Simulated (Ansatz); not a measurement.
Si in the lonsdaleite structure, relaxed with r2SCAN in the PAW code Ansatz. It is hexagonal, P6_3/mmc (No. 194); a = 3.832 Å, c = 6.341 Å in the conventional setting, 20.16 Å³ an atom. Around Si lie 4 Si at 2.35–2.37 Å.

The axes x, y and z are those of this cell:
```yaml
crystal:
  lattice:
    - [3.83213, 0.00000, 0.00000]
    - [-1.91606, 3.31872, 0.00000]
    - [0.00000, 0.00000, 6.34122]
  atoms:
    - { symbol: Si, position: [0.33333, 0.66667, 0.00056] }
    - { symbol: Si, position: [0.66667, 0.33333, 0.50056] }
    - { symbol: Si, position: [0.33333, 0.66667, 0.37444] }
    - { symbol: Si, position: [0.66667, 0.33333, 0.87444] }
```

Unstrained: The PBE gap is indirect, 0.425 eV (Γ to M), below the direct gap of 1.037 eV at Γ. With r2SCAN the valence top lies at Γ and the conduction bottom at M, 0.608 eV higher; the smallest vertical gap, at Γ, is 1.362 eV. With HSE06 the valence top lies at Γ and the conduction bottom at M, 0.972 eV higher; the smallest vertical gap, at Γ, is 1.696 eV. Meshes: PBE 12×12×4, r2SCAN 12×12×4, HSE06 6×6×4. Strains are changes of length per length. After each strain the atoms were relaxed again with r2SCAN within the symmetry that the strain leaves, so tilts or polar shifts that break it weren't tested; points keep the names that they have in the unstrained zone. Calculated for a static, non-magnetic cell.

(1) Estimate what isotropic -0.5 % on every length does to the gap.

(2) Apply isotropic +3.0 % on every length. How far does the gap move, against the unstrained cell?

(3) For epitaxial +0.5 % in the xy plane, how far does the free direction move, and what happens to the gap?

(4) Estimate what uniaxial -0.5 % along z, other directions held does to the gap.

Answers

(1) PBE: the gap goes from 0.425 to 0.391 eV (-0.034 eV); with r2SCAN the top three valence levels at Γ, grouped 2+1 from the top over 377 meV, become 2+1 over 390 meV. r2SCAN: the gap goes from 0.608 to 0.575 eV (-0.033 eV). HSE06: the gap goes from 0.972 to 0.938 eV (-0.034 eV). The r2SCAN energy rises by 1.4 meV an atom.

(2) PBE: the gap goes from 0.425 to 0.602 eV (+0.177 eV); with r2SCAN the top three valence levels at Γ, grouped 2+1 from the top over 377 meV, become 2+1 over 296 meV. r2SCAN: the gap goes from 0.608 to 0.780 eV (+0.172 eV). HSE06: the gap goes from 0.972 to 1.148 eV (+0.176 eV). The r2SCAN energy rises by 44.8 meV an atom.

(3) The normal strain at zero normal stress is -0.14 %, 0.29 of the in-plane strain with the sign turned. PBE: the gap goes from 0.425 to 0.424 eV (-0.001 eV); with r2SCAN the top three valence levels at Γ, grouped 2+1 from the top over 377 meV, become 2+1 over 319 meV. r2SCAN: the gap goes from 0.608 to 0.605 eV (-0.003 eV). HSE06: the gap goes from 0.972 to 0.970 eV (-0.002 eV).

(4) PBE: the gap goes from 0.425 to 0.398 eV (-0.027 eV); with r2SCAN the top three valence levels at Γ, grouped 2+1 from the top over 377 meV, become 2+1 over 340 meV. r2SCAN: the gap goes from 0.608 to 0.580 eV (-0.028 eV). HSE06: the gap goes from 0.972 to 0.945 eV (-0.027 eV). The r2SCAN energy rises by 0.4 meV an atom.

The meshes of the hybrids are coarse, so their gaps aren't converged to the digits shown.

The splittings at Γ are without spin-orbit coupling, which regroups them where it is of like size or larger.
